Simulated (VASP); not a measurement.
# Pt (Fm-3m) in VASP: a series of runs

The runs below take Pt through relaxation of cell and atoms, with PBEsol, PBE.

Everything below comes from runs of VASP 6.6.1. Logs are shortened: lines on timing, memory, paths and dates and some standing lists are left out, and cuts for length are marked.

## 1. The crystal as given

It takes space group Fm-3m (No. 225, cubic). The conventional cell has a = 3.922 Å, b = 3.922 Å, c = 3.922 Å, α = 90.00°, β = 90.00°, γ = 90.00°. Around Pt (site symmetry m-3m) lie 12 Pt at 2.77 Å.

## 2. Relaxation of cell and atoms, PBEsol

INCAR reads:

```
PREC     = Accurate       # precision mode
ENCUT    = 600            # plane-wave cutoff, eV
EDIFF    = 1E-6           # SCF threshold, eV
ISMEAR   = 1              # smearing method
SIGMA    = 0.1            # smearing width, eV
LREAL    = False          # projectors in reciprocal space
LASPH    = True           # aspherical terms in the spheres
NELM     = 80             # most SCF steps
ALGO     = Normal         # electronic algorithm
ISIF     = 3              # what is computed and relaxed
LWAVE    = False          # write WAVECAR
LCHARG   = False          # write CHGCAR
GGA      = PS             # functional
IBRION   = 2              # ionic algorithm
NSW      = 90             # ionic steps
EDIFFG   = -0.01          # ionic threshold
KPAR     = 4
```

KPOINTS reads:

```
regular mesh
0
Gamma
  16 16 16
```

POSCAR reads:

```
Pt
1.0
    0.0000000000      1.9609000000      1.9609000000
    1.9609000000      0.0000000000      1.9609000000
    1.9609000000      1.9609000000      0.0000000000
Pt
1
Direct
    0.0000000000      0.0000000000      0.0000000000
```

Potentials or basis: VASP PAW PBE potentials, release 64 (Pt).

Started as:

```sh
$ cat potpaw_PBE.64/Pt/POTCAR > POTCAR
$ mpirun -np 4 vasp_std > vasp.out
```

OUTCAR:

```text
PREC = Accurate
   ENCUT = 600
   EDIFF = 1E-6
   ISMEAR = 1
   LREAL = False
   LASPH = True
   NELM = 80
   ISIF = 3
   GGA = PS
   IBRION = 2
   NSW = 90
   EDIFFG = -0.01

 ion  position               nearest neighbor table
   1  0.000  0.000  0.000-

  LATTYP: Found a face centered cubic cell.
 ALAT       =     3.9218000000

  Lattice vectors:

 A1 = (   0.0000000000,   1.9609000000,   1.9609000000)
 A2 = (   1.9609000000,   0.0000000000,   1.9609000000)
 A3 = (   1.9609000000,   1.9609000000,   0.0000000000)

Analysis of symmetry for initial positions (statically):
=====================================================================
 Subroutine PRICEL returns:
 Original cell was already a primitive cell.

 Routine SETGRP: Setting up the symmetry group for a
 face centered cubic supercell.

 Subroutine GETGRP returns: Found 48 space group operations
 (whereof 48 operations were pure point group operations)
 out of a pool of 48 trial point group operations.

The static configuration has the point symmetry O_h .

Analysis of symmetry for dynamics (positions and initial velocities):
=====================================================================
 Subroutine PRICEL returns:
 Original cell was already a primitive cell.

 Routine SETGRP: Setting up the symmetry group for a
 face centered cubic supercell.

 Subroutine GETGRP returns: Found 48 space group operations
 (whereof 48 operations were pure point group operations)
 out of a pool of 48 trial point group operations.

The dynamic configuration has the point symmetry O_h .

 Subroutine INISYM returns: Found 48 space group operations
 (whereof 48 operations are pure point group operations),
 and found     1 'primitive' translations

----------------------------------------------------------------------------------------

                                     Primitive cell

  volume of cell :      15.0798

  direct lattice vectors                    reciprocal lattice vectors
     0.000000000  1.960900000  1.960900000    -0.254984956  0.254984956  0.254984956
     1.960900000  0.000000000  1.960900000     0.254984956 -0.254984956  0.254984956
     1.960900000  1.960900000  0.000000000     0.254984956  0.254984956 -0.254984956

  length of vectors
     2.773131374  2.773131374  2.773131374     0.441646899  0.441646899  0.441646899

  position of ions in fractional coordinates (direct lattice)
     0.000000000  0.000000000  0.000000000

  ion indices of the primitive-cell ions
   primitive index   ion index
                 1           1

----------------------------------------------------------------------------------------

 KPOINTS: regular mesh

Automatic generation of k-mesh.
 Grid dimensions read from file:
 generate k-points for:   16   16   16

 Generating k-lattice:

  Cartesian coordinates                     Fractional coordinates (reciprocal lattice)
    -0.015936560  0.015936560  0.015936560     0.062500000  0.000000000  0.000000000
     0.015936560 -0.015936560  0.015936560     0.000000000  0.062500000  0.000000000
     0.015936560  0.015936560 -0.015936560     0.000000000  0.000000000  0.062500000

  Length of vectors
     0.027602931  0.027602931  0.027602931

  Shift w.r.t. Gamma in fractional coordinates (k-lattice)
     0.000000000  0.000000000  0.000000000

 Subroutine IBZKPT returns following result:
 ===========================================

 Found    145 irreducible k-points:

 Following reciprocal coordinates:
            Coordinates               Weight
  0.000000  0.000000  0.000000      1.000000
  0.062500  0.000000  0.000000      8.000000
  0.125000  0.000000  0.000000      8.000000
  0.187500  0.000000  0.000000      8.000000
  0.250000  0.000000  0.000000      8.000000
  0.312500  0.000000  0.000000      8.000000
[... 16 lines left out ...]
 -0.125000  0.062500  0.000000     24.000000
 -0.062500  0.062500  0.000000     12.000000
 [... further k-points ...]
   k-points           NKPTS =    145   k-points in BZ     NKDIM =    145   number of bands    NBANDS=      9
   number of dos      NEDOS =    301   number of ions     NIONS =      1
   total plane-waves  NPLWV =  13824
   dimension x,y,z NGX =    24 NGY =   24 NGZ =   24
   dimension x,y,z NGXF=    48 NGYF=   48 NGZF=   48
   ions per type =               1
   NGX,Y,Z   is equivalent  to a cutoff of  14.39, 14.39, 14.39 a.u.
   NGXF,Y,Z  is equivalent  to a cutoff of  28.78, 28.78, 28.78 a.u.
 SYSTEM =  unknown system
   PREC   = accura    normal or accurate (medium, high low for compatibility)
   ISTART =      0    job   : 0-new  1-cont  2-samecut
   ICHARG =      2    charge: 1-file 2-atom 10-const
   ISPIN  =      1    spin polarized calculation?
   LNONCOLLINEAR =      F non collinear calculations
   LSORBIT =      F    spin-orbit coupling
   LASPH  =      T    aspherical Exc in radial PAW
   ENCUT  =  600.0 eV  44.10 Ry    6.64 a.u.   5.54  5.54  5.54*2*pi/ulx,y,z
   NELM   =     80;   NELMIN=  2; NELMDL= -5     # of ELM steps
   EDIFF  = 0.1E-05   stopping-criterion for ELM
   LREAL  =      F    real-space projection
   EDIFFG = -.1E-01   stopping-criterion for IOM
   NSW    =     90    number of steps for IOM
   IBRION =      2    ionic relax: 0-MD 1-quasi-New 2-CG
   NFREE  =      1    steps in history (QN), initial steepest desc. (CG)
   ISIF   =      3    stress and relaxation
   ISYM   =      2    0-nonsym 1-usesym 2-fastsym
   POTIM  = 0.5000    time-step for ionic-motion
   TEBEG  =    0.0;   TEEND  =   0.0 temperature during run
   PSTRESS=    0.0 pullay stress
   NELECT =      10.0000    total number of electrons
   NUPDOWN=      -1.0000    fix difference up-down
   EMIN   =  10.00;   EMAX   =-10.00  energy-range for DOS
   EFERMI =   0.00;   METHOD = LEGACY
   ISMEAR =     1;   SIGMA  =   0.10  broadening in eV -4-tet -1-fermi 0-gaus
   EFERMI_NEDOS =   21; number of points for ismear=-14 and -15
   IALGO  =     38    algorithm
   IMIX   =      4    mixing-type and parameters
     AMIX     =   0.40;   BMIX     =  1.00
     AMIX_MAG =   1.60;   BMIX_MAG =  1.00
  volume/ion in A,a.u.               =      15.08       101.76
  Fermi-wavevector in a.u.,A,eV,Ry     =   1.427609  2.697791 27.729605  2.038068
  Thomas-Fermi vector in A             =   2.547760
   LORBIT       =      0    0 simple, 1 ext, 2 COOP (PROOUT), +10 PAW based schemes
   GGA     = PS    functional components
   LHFCALC =     F    Hartree Fock is set to
   AEXX    =    0.0000 exact exchange contribution
   IVDW    =     0    specifies the selected vdW correction
   LEPSILON=     F    determine dielectric tensor
   LRPA    =     F    only Hartree local field effects (RPA)
 conjugate gradient relaxation of ions
 non-spin polarized calculation
 Methfessel and Paxton  Order N= 1 SIGMA  =   0.10
  energy-cutoff  :      600.00
  volume of cell :       15.08
 maximum number of plane-waves:       531
 NGX is ok and might be reduce to    24
   NGX = 11   NGY = 11   NGZ = 11

--------------------------------------- Ionic step        1  -------------------------------------------

 number of electron      10.0000000 magnetization

 Free energy of the ion-electron system (eV)
  ---------------------------------------------------
  ext. energy  EPLUGINS =         0.00000000
  ---------------------------------------------------
  free energy    TOTEN  =        -6.96164863 eV

  energy without entropy =       -6.96084149  energy(sigma->0) =       -6.96137958

------------------------ aborting loop because EDIFF is reached ----------------------------------------

  FORCE on cell =-STRESS in cart. coord.  units (eV):
  Direction    XX          YY          ZZ          XY          YZ          ZX
  --------------------------------------------------------------------------------------
  -------------------------------------------------------------------------------------
  Total       -0.1221605     -0.1221605     -0.1221605      0.0000000      0.0000000      0.0000000
  in kB      -12.9791142    -12.9791142    -12.9791142      0.0000000      0.0000000      0.0000000
  external PRESSURE =     -12.9791142 kB  Pullay stress =       0.0000000 kB

 VOLUME and BASIS-vectors are now :
 -----------------------------------------------------------------------------
  energy-cutoff  :      600.00
  volume of cell :       15.08
      direct lattice vectors                 reciprocal lattice vectors
     0.000000000  1.960900000  1.960900000    -0.254984956  0.254984956  0.254984956
     1.960900000  0.000000000  1.960900000     0.254984956 -0.254984956  0.254984956
     1.960900000  1.960900000  0.000000000     0.254984956  0.254984956 -0.254984956
[... 36 lines left out ...]
 POSITION                                       TOTAL-FORCE (eV/Angst)
 -----------------------------------------------------------------------------------
      1.94934      0.00000      1.94934        -0.000000      0.000000     -0.000000
 -----------------------------------------------------------------------------------
    total drift:                                0.000000      0.000000      0.000000

  FREE ENERGIE OF THE ION-ELECTRON SYSTEM (eV)
  ---------------------------------------------------
  free  energy   TOTEN  =        -6.9595260701 eV

  energy  without entropy=       -6.9587939259  energy(sigma->0) =       -6.95928202

--------------------------------------- Ionic step        3  -------------------------------------------

 number of electron       9.9999999 magnetization

 Free energy of the ion-electron system (eV)
  ---------------------------------------------------
  ext. energy  EPLUGINS =         0.00000000
  ---------------------------------------------------
  free energy    TOTEN  =        -6.96192981 eV

  energy without entropy =       -6.96114206  energy(sigma->0) =       -6.96166723

 E-fermi :  11.1593     XC(G=0): -13.6561

 val. band max:       11.1532800228   @ k =  -0.4375   0.1250   0.0625
 cond. band min:      11.1843547640   @ k =  -0.4375   0.3125   0.0000
 fundamental gap:      0.0310747412
 Fermi energy:        11.1593130196

 k-point     1 :       0.0000    0.0000    0.0000
  band No.  band energies     occupation
      1       0.8374      2.00000
      2       7.3469      2.00000
      3       7.3469      2.00000
      4       7.3469      2.00000
      5       9.5426      2.00000
      6       9.5426      2.00000
      7      25.7968      0.00000
      8      30.7815      0.00000
      9      30.7815      0.00000

 k-point     2 :       0.0625    0.0000    0.0000
  band No.  band energies     occupation
      1       0.9954      2.00000
      2       7.2753      2.00000
      3       7.4100      2.00000
      4       7.4100      2.00000
      5       9.5068      2.00000
      6       9.5068      2.00000
      7      26.0444      0.00000
      8      29.9535      0.00000
      9      31.0255      0.00000
[... 253 lines left out ...]
 k-point    24 :      -0.0625    0.0625    0.0000
  band No.  band energies     occupation
      1       1.2537      2.00000
      2       7.1434      2.00000
      3       7.4980      2.00000
      4       7.5425      2.00000
      5       9.3467      2.00000
      6       9.5691      2.00000
      7      26.4344      0.00000
      8      29.1722      0.00000
      9      30.8540      0.00000

 [... further k-points ...]

------------------------ aborting loop because EDIFF is reached ----------------------------------------

  FORCE on cell =-STRESS in cart. coord.  units (eV):
  Direction    XX          YY          ZZ          XY          YZ          ZX
  --------------------------------------------------------------------------------------
  -------------------------------------------------------------------------------------
  Total        0.0002072      0.0002072      0.0002072     -0.0000000     -0.0000000      0.0000000
  in kB        0.0221154      0.0221154      0.0221154     -0.0000000     -0.0000000      0.0000000
  external PRESSURE =       0.0221154 kB  Pullay stress =       0.0000000 kB

 VOLUME and BASIS-vectors are now :
 -----------------------------------------------------------------------------
  energy-cutoff  :      600.00
  volume of cell :       15.01
      direct lattice vectors                 reciprocal lattice vectors
     0.000000000  1.957937880  1.957937880    -0.255370717  0.255370717  0.255370717
     1.957937880  0.000000000  1.957937880     0.255370717 -0.255370717  0.255370717
     1.957937880  1.957937880 -0.000000000     0.255370717  0.255370717 -0.255370717

 POSITION                                       TOTAL-FORCE (eV/Angst)
 -----------------------------------------------------------------------------------
      0.00000      0.00000      0.00000         0.000000      0.000000      0.000000
 -----------------------------------------------------------------------------------
    total drift:                               -0.000000     -0.000000     -0.000000

  FREE ENERGIE OF THE ION-ELECTRON SYSTEM (eV)
  ---------------------------------------------------
  free  energy   TOTEN  =        -6.9619298072 eV

  energy  without entropy=       -6.9611420631  energy(sigma->0) =       -6.96166723

 reached required accuracy - stopping structural energy minimisation
```

Run time: 14 s. Hardware: 4 MPI ranks of Intel Xeon 6975P-C (Granite Rapids), shared host; peak memory 0.15 GiB.

Results:

```
Free energy                            : -6.9619 eV
Relaxed volume                         : 15.01 Å³/atom
Relaxed cell                           : a = 2.769 Å, b = 2.769 Å, c = 2.769 Å, α = 60.00°, β = 60.00°, γ = 60.00°
Space group after relaxing (to 0.05 Å) : Fm-3m (No. 225)
Energy gained by relaxing              : 0.3 meV/atom
Ionic steps                            : 3
Pressure after relaxing                : 0.0 GPa
Band gap on the k mesh                 : none (metal or under the smearing width)
```

Step by step:
```tsv
step	energy change (eV)	largest force (eV/Å)	pressure (GPa)	volume (Å³)
1	0.0000	0.0000	-1.30	15.08
2	0.0021	0.0000	3.99	14.81
3	-0.0003	0.0000	0.00	15.01
```

Final structure:
```
Pt
1.0
     0.00000    1.95794    1.95794
     1.95794    0.00000    1.95794
     1.95794    1.95794    0.00000
Pt
1
Direct
  0.00000 0.00000 0.00000
```

Caveat: the PAW data sets were made with another functional, which shifts forces and pressure a little.

(Continued in part 2 of 2.)
